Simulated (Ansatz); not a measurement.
Space group P6_3mc (No. 186). a = 3.809 Å, b = 3.809 Å, c = 12.466 Å, α = 90.00°, β = 90.00°, γ = 120.00°
| atom | site | symmetry | x | y | z |
| --- | --- | --- | --- | --- | --- |
| Zn | 2a | 3m. | 0.0000 | 0.0000 | 0.0001 |
| Zn | 2b | 3m. | 0.3333 | 0.6667 | 0.2501 |
| S | 2a | 3m. | 0.0000 | 0.0000 | 0.1872 |
| S | 2b | 3m. | 0.3333 | 0.6667 | 0.4376 |

Equation of state of this ZnS structure (not necessarily the ground state), with shape and atoms relaxed at each volume where symmetry leaves them free. Theory: DFT r2SCAN, scalar-relativistic, plane waves, PAW (Ansatz).

Settings: cutoff 500 eV, Γ-centred mesh 6×6×2 on the computed 8-atom cell, Gaussian smearing of 0.02 eV; no spin polarisation.

| V (Å³/atom) | E − E(largest V) (meV/atom) | P (GPa) | gap on mesh (eV) |
| --- | --- | --- | --- |
| 18.402 | 3.67 | 5.55 | 3.03 |
| 18.990 | -11.02 | 2.55 | 2.88 |
| 19.577 | -15.57 | 0.00 | 2.74 |
| 20.164 | -11.47 | -2.18 | 2.60 |
| 20.752 | 0.00 | -4.03 | 2.47 |

**Question.** Fit a third-order Birch–Murnaghan equation to E(V).

**Answer.** V0 = 19.58 Å³/atom, B0 = 78 GPa, B0' = 4.3.